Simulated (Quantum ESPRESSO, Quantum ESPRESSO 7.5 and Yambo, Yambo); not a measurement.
# Quasiparticle gap of GaP (F-43m) in Yambo

Aim: the G0W0 gap of GaP (F-43m) on PBE, step by step.

Main program and level: Quantum ESPRESSO 7.5 and Yambo 5.3.0; PBE and many-body steps on it, plane waves.

**The experiments to reproduce.**

- Gap 2.25 ± 0.04 eV: optical gap from Tauc plot (fundamental, indirect); spectroscopic ellipsometry, Tauc-Lorentz fit and Tauc plot; 300 K; film (GaP layer on Si reference sample) on Si (“Assessment of GaPSb/Si tandem material association properties for photoelectrochemical cells”, 2020, arxiv:2002.02774).

Most raw output is cut from this account.

### 1. The structure

The structure is cubic, space group F-43m (No. 216). The conventional cell has a = 5.450 Å, b = 5.450 Å, c = 5.450 Å, α = 90.00°, β = 90.00°, γ = 90.00°. Ga has 4 P at 2.36 Å nearest. P has 4 Ga at 2.36 Å nearest. Farther neighbours are not listed.

The cell and positions come from the Crystallography Open Database and are kept as given unless a step says otherwise.

### 2. Ground state

This step: Quantum ESPRESSO 7.5; DFT, PBE, plane waves, norm-conserving pseudopotentials.

The ground-state density comes first.

pw.in reads:

```
&control
  calculation = 'scf'
  prefix = 'x'
  outdir = 'o'
  pseudo_dir = 'pseudo'
/
&system
  ibrav = 0
  nat = 2
  ntyp = 2
  ecutwfc = 72.0
  nbnd = 14
  force_symmorphic = .true.
/
&electrons
  conv_thr = 1e-10
  electron_maxstep = 80
  mixing_beta = 0.5
/
ATOMIC_SPECIES
  Ga 69.723 Ga.upf
  P 30.974 P.upf
CELL_PARAMETERS angstrom
  0.0000000000 2.7252500000 2.7252500000
  2.7252500000 0.0000000000 2.7252500000
  2.7252500000 2.7252500000 0.0000000000
ATOMIC_POSITIONS crystal
  Ga 0.0000000000 0.0000000000 0.0000000000
  P 0.2500000000 0.2500000000 0.2500000000
K_POINTS automatic
  6 6 6 0 0 0
```

The run is started by

```sh
OMP_NUM_THREADS=1 mpirun -n 4 pw.x -nk 4 -in pw.in > pw.out
```

The job ended after 3.4 s (4 MPI ranks of Arm Neoverse V1, shared host; peak memory 0.22 GiB; 13 s of CPU time).

Numbers from this step:

| Property | Result |
| --- | --- |
| total energy | -2270.1829 eV |
| gap | 1.653 eV |
| k of the valence top | 0, 0, 0 |
| k of the conduction bottom | 0, -0.5, -0.5 |
| least direct gap | 1.817 eV |

The gap is indirect, with the least direct gap 0.16 eV higher.

### 3. Bands along the symmetry lines

Levels along a band path, at the cheap level, show where the edges lie and whether the meshes to come will hold them.

pw.in reads:

```
&control
  calculation = 'bands'
  prefix = 'x'
  outdir = 'o'
  pseudo_dir = 'pseudo'
/
&system
  ibrav = 0
  nat = 2
  ntyp = 2
  ecutwfc = 72.0
  nbnd = 15
  force_symmorphic = .true.
/
&electrons
  conv_thr = 1e-9
  electron_maxstep = 80
  diago_full_acc = .true.
  diago_thr_init = 5e-6
/
ATOMIC_SPECIES
  Ga 69.723 Ga.upf
  P 30.974 P.upf
CELL_PARAMETERS angstrom
  0.0000000000 2.7252500000 2.7252500000
  2.7252500000 0.0000000000 2.7252500000
  2.7252500000 2.7252500000 0.0000000000
ATOMIC_POSITIONS crystal
  Ga 0.0000000000 0.0000000000 0.0000000000
  P 0.2500000000 0.2500000000 0.2500000000
K_POINTS crystal
  50
  0.00000000 0.00000000 0.00000000 1
  -0.06250000 -0.06250000 0.00000000 1
  -0.12500000 -0.12500000 0.00000000 1
  -0.18750000 -0.18750000 0.00000000 1
  -0.25000000 -0.25000000 0.00000000 1
  -0.31250000 -0.31250000 0.00000000 1
  -0.37500000 -0.37500000 0.00000000 1
  -0.43750000 -0.43750000 0.00000000 1
  -0.50000000 -0.50000000 0.00000000 1
  -0.48437500 -0.48437500 0.03125000 1
  -0.46875000 -0.46875000 0.06250000 1
  -0.45312500 -0.45312500 0.09375000 1
  -0.43750000 -0.43750000 0.12500000 1
  -0.42187500 -0.42187500 0.15625000 1
  -0.40625000 -0.40625000 0.18750000 1
  -0.39062500 -0.39062500 0.21875000 1
  -0.37500000 -0.37500000 0.25000000 1
  -0.37500000 0.00000000 0.37500000 1
  -0.32812500 0.00000000 0.32812500 1
  -0.28125000 0.00000000 0.28125000 1
  -0.23437500 0.00000000 0.23437500 1
  -0.18750000 0.00000000 0.18750000 1
  -0.14062500 0.00000000 0.14062500 1
  -0.09375000 0.00000000 0.09375000 1
  -0.04687500 0.00000000 0.04687500 1
  0.00000000 0.00000000 0.00000000 1
  0.00000000 0.00000000 0.06250000 1
  0.00000000 0.00000000 0.12500000 1
  0.00000000 0.00000000 0.18750000 1
  0.00000000 0.00000000 0.25000000 1
  0.00000000 0.00000000 0.31250000 1
  0.00000000 0.00000000 0.37500000 1
  0.00000000 0.00000000 0.43750000 1
  -0.00000000 -0.00000000 0.50000000 1
  -0.06250000 -0.03125000 0.46875000 1
  -0.12500000 -0.06250000 0.43750000 1
  -0.18750000 -0.09375000 0.40625000 1
  -0.25000000 -0.12500000 0.37500000 1
  -0.31250000 -0.15625000 0.34375000 1
  -0.37500000 -0.18750000 0.31250000 1
  -0.43750000 -0.21875000 0.28125000 1
  -0.50000000 -0.25000000 0.25000000 1
  -0.50000000 -0.28125000 0.21875000 1
  -0.50000000 -0.31250000 0.18750000 1
  -0.50000000 -0.34375000 0.15625000 1
  -0.50000000 -0.37500000 0.12500000 1
  -0.50000000 -0.40625000 0.09375000 1
  -0.50000000 -0.43750000 0.06250000 1
  -0.50000000 -0.46875000 0.03125000 1
  -0.50000000 -0.50000000 0.00000000 1
```

The job ended after 3.6 s (4 MPI ranks; peak memory 0.2 GiB; 14 s of CPU time).

Numbers from this step:

- gap: 1.593 eV
- k of the valence top: 0, 0, 0
- k of the conduction bottom: -0.4375, -0.4375, 0
- least direct gap: 1.817 eV

The gap is 1.593 eV, −0.060 eV from the run before at this level.

Electronic bands along the path, in eV, zero at the top of the highest filled band:

| point | band 6 | band 7 | band 8 | band 9 | band 10 | band 11 | band 12 | band 13 |
| --- | --- | --- | --- | --- | --- | --- | --- | --- |
| Γ | -12.49 | 0.00 | 0.00 | 0.00 | 1.82 | 3.89 | 3.89 | 3.89 |
| halfway | -11.46 | -3.68 | -1.68 | -1.68 | 2.18 | 3.72 | 6.74 | 6.74 |
| X | -9.53 | -6.75 | -2.68 | -2.68 | 1.65 | 1.82 | 10.57 | 10.57 |
| halfway | -9.51 | -6.70 | -3.24 | -2.57 | 1.85 | 2.75 | 9.51 | 9.66 |
| U | -9.57 | -6.55 | -3.94 | -2.25 | 2.19 | 4.80 | 8.23 | 8.26 |
| jump to K | -9.57 | -6.55 | -3.94 | -2.25 | 2.19 | 4.80 | 8.23 | 8.26 |
| halfway | -11.36 | -4.24 | -2.45 | -0.66 | 3.28 | 4.99 | 5.00 | 5.87 |
| Γ | -12.49 | 0.00 | 0.00 | 0.00 | 1.82 | 3.89 | 3.89 | 3.89 |
| halfway | -11.72 | -3.88 | -0.66 | -0.66 | 2.15 | 4.74 | 4.74 | 6.35 |
| L | -10.43 | -6.63 | -1.12 | -1.12 | 1.67 | 4.72 | 4.72 | 8.29 |
| halfway | -10.02 | -6.42 | -3.19 | -1.93 | 3.45 | 4.30 | 6.45 | 7.91 |
| W | -9.44 | -6.55 | -3.58 | -3.42 | 4.70 | 4.86 | 6.10 | 6.15 |
| halfway | -9.49 | -6.66 | -3.16 | -3.09 | 2.77 | 2.94 | 8.49 | 8.58 |
| X | -9.53 | -6.75 | -2.68 | -2.68 | 1.65 | 1.82 | 10.57 | 10.57 |

### 4. Empty states on the mesh, 4×4×4 mesh, 100 bands

The sums over transitions need many empty states on a uniform mesh; this step solves for them.

pw.in reads:

```
&control
  calculation = 'nscf'
  prefix = 'x'
  outdir = 'o'
  pseudo_dir = 'pseudo'
/
&system
  ibrav = 0
  nat = 2
  ntyp = 2
  ecutwfc = 72.0
  nbnd = 100
  force_symmorphic = .true.
/
&electrons
  conv_thr = 1e-9
  electron_maxstep = 80
  diago_full_acc = .true.
  diago_thr_init = 5e-6
/
ATOMIC_SPECIES
  Ga 69.723 Ga.upf
  P 30.974 P.upf
CELL_PARAMETERS angstrom
  0.0000000000 2.7252500000 2.7252500000
  2.7252500000 0.0000000000 2.7252500000
  2.7252500000 2.7252500000 0.0000000000
ATOMIC_POSITIONS crystal
  Ga 0.0000000000 0.0000000000 0.0000000000
  P 0.2500000000 0.2500000000 0.2500000000
K_POINTS automatic
  4 4 4 0 0 0
```

It took 4.7 s on 4 MPI ranks; peak memory 0.28 GiB.

This step gave:

```
gap                                                           : 1.653 eV
k of the valence top                                          : 0, 0, 0
k of the conduction bottom                                    : 0, -0.5, -0.5
least direct gap                                              : 1.817 eV
k points computed                                             : 8
lowest point of the top converged band, above the valence top : 88.9156 eV
```

On this mesh the gap is 1.653 eV.

### 5. Conversion and set-up

This step: Yambo 5.3.0; conversion and set-up on PBE, plane waves, norm-conserving pseudopotentials.

The states are converted to the many-body program's format and the q mesh is built.

The run is started by

```sh
(cd o/x.save; p2y > p2y.log; mv SAVE ../..); yambo > setup.log
```

Wall time 2.4 s (1 MPI rank); peak memory 0.24 GiB.

### 6. Screening and self-energy, 4×4×4 mesh, 100 bands, screening to 129.3 eV

G0W0 replaces the xc potential by the self-energy, built once from these orbitals. Only a window of levels is corrected, while the sums run over the empty bands that the input names.

This step: G0W0 on PBE, plane waves, norm-conserving pseudopotentials.

gw1.in reads:

```
HF_and_locXC
gw0
dyson
ppa
em1d
rim_cut
RandQpts= 1000000
RandGvec= 1 RL
EXXRLvcs= 72 Ry
VXCRLvcs= 288 Ry
Chimod= "HARTREE"
% BndsRnXp
 1 | 100 |
%
NGsBlkXp= 9.5 Ry
% LongDrXp
 1 | 1 | 1 |
%
% GbndRnge
 1 | 100 |
%
DysSolver= "n"
ExtendOut
PPAPntXp= 27.21138 eV
% QPkrange
 1 | 8 | 6 | 13 |
%
```

The run is started by

```sh
OMP_NUM_THREADS=1 mpirun -n 4 yambo -F gw1.in -J gw1 -C gw1 > gw1.log
```

Wall time 2.6 min (4 MPI ranks); peak memory 1.4 GiB.

Numbers from this step:

```
G0W0 gap on the mesh                         : 2.150 eV
starting gap on the mesh                     : 1.653 eV
k of the valence top                         : 0, 0, 0
k of the conduction bottom                   : 0, -0.5, -0.5
least direct G0W0 gap on the computed points : 2.352 eV
Z at the valence top                         : 0.7859
Z at the conduction bottom                   : 0.8102
```

The gap on the mesh goes from 1.65 eV to 2.15 eV, a correction of +0.50 eV.

Limits: finite bands, cutoff and mesh; exchange with frozen shells missing; no spin-orbit coupling; coarse k mesh. v1 is the top filled band, c1 the lowest empty one. The levels before and after the correction (eV, zero at the valence-band top of each column):

|  | conduction bottom | valence top |
| --- | --- | --- |
| Kohn-Sham | 1.65 | 0.00 |
| G0W0 | 2.15 | 0.00 |

|  | level | energy (eV) |
| --- | --- | --- |
| Kohn-Sham | Γ v3-v1 | 0.000 |
| Kohn-Sham | Γ c1 | 1.817 |
| Kohn-Sham | Γ c2-c3 | 3.887 |
| Kohn-Sham | (0 -0.5 -0.5) v3 | -6.755 |
| Kohn-Sham | (0 -0.5 -0.5) v2-v1 | -2.683 |
| Kohn-Sham | (0 -0.5 -0.5) c1 | 1.653 |
| Kohn-Sham | (0 -0.5 -0.5) c2 | 1.822 |
| Kohn-Sham | (0 -0.5 -0.5) c3 | 10.575 |
| G0W0 | Γ v3-v1 | 0.000 |
| G0W0 | Γ c1 | 2.352 |
| G0W0 | Γ c2-c3 | 4.340 |
| G0W0 | (0 -0.5 -0.5) v3 | -7.094 |
| G0W0 | (0 -0.5 -0.5) v2-v1 | -3.033 |
| G0W0 | (0 -0.5 -0.5) c1 | 2.150 |
| G0W0 | (0 -0.5 -0.5) c2 | 2.436 |
| G0W0 | (0 -0.5 -0.5) c3 | 11.025 |

### 7. Where the time went

Times are wall times on the hardware named with each run, good to a factor of about two.

| step | time | share | memory (GiB) |
| --- | --- | --- | --- |
| ground state | 3.4 s | 2 % | 0.22 |
| bands along the symmetry lines | 3.6 s | 2 % | 0.2 |
| empty states on the mesh | 4.7 s | 3 % | 0.28 |
| conversion and set-up | 2.4 s | 1 % | 0.24 |
| screening and self-energy | 2.6 min | 92 % | 1.4 |

### 8. What came out

```
PBE gap                              : 1.59 eV, indirect
G0W0 gap on the mesh                 : 2.15 eV
G0W0 gap over the zone (rigid shift) : 2.09 eV
GW settings                          : 4×4×4 mesh, 100 bands, screening to 129.3 eV, Godby-Needs plasmon pole
known limits                         : not at the basis limit; exchange with frozen shells missing; no spin-orbit coupling; coarse k mesh
```

In words: G0W0 moves the gap on the mesh from 1.65 eV to 2.15 eV (+0.50 eV), with Z of 0.79 and 0.81 at the edges. The mesh misses the band edges by 0.06 eV in all; a rigid shift gives 2.09 eV for the zone. The dearest step here is «screening and self-energy». Against experiment, by G0W0@PBE: the gap of 2.09 eV lies −0.16 eV from the measured 2.25 ± 0.04 eV (indirect, 300 K, on Si, 2020). The calculation has static nuclei and no excitons; a measured gap holds zero-point and thermal motion, which mostly lowers it. Bands and cutoff are finite, so the gap is not at the basis limit. The miss can reach some tenths of an eV and take either sign; the mesh is an error of its own. A denser mesh or path gives a starting gap of 1.59 eV: the GW mesh misses a band edge, so its gaps are not the fundamental one. The 4×4×4 mesh is coarse for this cell, which bears on the long-range parts of exchange and screening. The norm-conserving file of at least one element keeps a d shell over frozen s and p shells of the same row. Exchange with those shells is missing from the self-energy, an error of 0.3 to 0.9 eV in cases checked, whose sign depends on which edge lies on those atoms. The many-body steps are scalar-relativistic: spin-orbit coupling is not in them.

[Paths, hosts, dates, memory and timing lines, banners, echoed tables and standing remarks are left out of the program output.]

[Logs are printed without paths, hosts, clocks, repeated set-up lines and the standing remarks that a program may print on its own settings, such as how far it seeks lower states.]

[Runs of the session that timed out or met a known fault of the program may be left out.]

[Hosts, paths, dates, database ids (printed as entryN), source tags and the programs' standing remarks are cut or masked in the printed files.]
